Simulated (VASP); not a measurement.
Set up this calculation in VASP 6.6.1, as the native input.

```
Task                   : single point
Functional             : PBE
Potentials or basis    : VASP PAW PBE potentials, release 64 (Sr_sv)
Cutoff                 : 520 eV
k mesh                 : 6 × 6 × 4
Occupations            : gaussian, width 0.1 eV
Spin                   : no spin polarisation
Dipole correction      : no
Further INCAR settings : ALGO = Fast; EDIFF = 1e-07; NBANDS = 17
```

The structure of Sr lies in POSCAR:

```
Sr
1.0
    4.0623600913      0.0000000000      0.0000000000
   -2.0311800456      3.5181070384      0.0000000000
    0.0000000000      0.0000000000      6.4031120010
Sr
2
Direct
    0.3333333333      0.6666666667      0.2500000000
    0.6666666667      0.3333333333      0.7500000000
```

This isn't the form of Sr at room conditions, which is fcc.

The cell isn't the ideal one: Mg replaced by Sr, lengths x 1.230, strained and moved within the space group.

One way to write it, as run:

INCAR

```
SYSTEM = Sr
PREC     = Accurate       ! precision mode
ENCUT    = 520            ! plane-wave cutoff, eV
EDIFF    = 1E-7           ! SCF threshold, eV
ISMEAR   = 0              ! smearing method
SIGMA    = 0.1            ! smearing width, eV
LREAL    = .FALSE.        ! projectors in reciprocal space
LASPH    = .TRUE.         ! aspherical terms in the spheres
NELM     = 100            ! most SCF steps
ALGO     = Fast           ! electronic algorithm
ISIF     = 2              ! what is computed and relaxed
LWAVE    = .FALSE.        ! write WAVECAR
LCHARG   = .TRUE.         ! write CHGCAR
GGA      = PE             ! functional
LELF     = .TRUE.         ! ELF
LVHAR    = .TRUE.       
NBANDS   = 17             ! bands
```

KPOINTS

```
regular mesh
0
G
  6 6 4
  0 0 0
```

Potentials or basis: VASP PAW PBE potentials, release 64 (Sr_sv).

The run is started by

```bash
$ cat potpaw_PBE.64/Sr_sv/POTCAR > POTCAR
$ mpirun -np 1 vasp_std > vasp.out
```

Results of the run:

The pressure is 3.0 GPa. The band gap on the k mesh is none (metal or under the smearing width).

Wall time 18 s on 1 thread of Intel(R) Xeon(R) 6975P-C (Granite Rapids), on a shared host, peak memory 0.2 GiB.
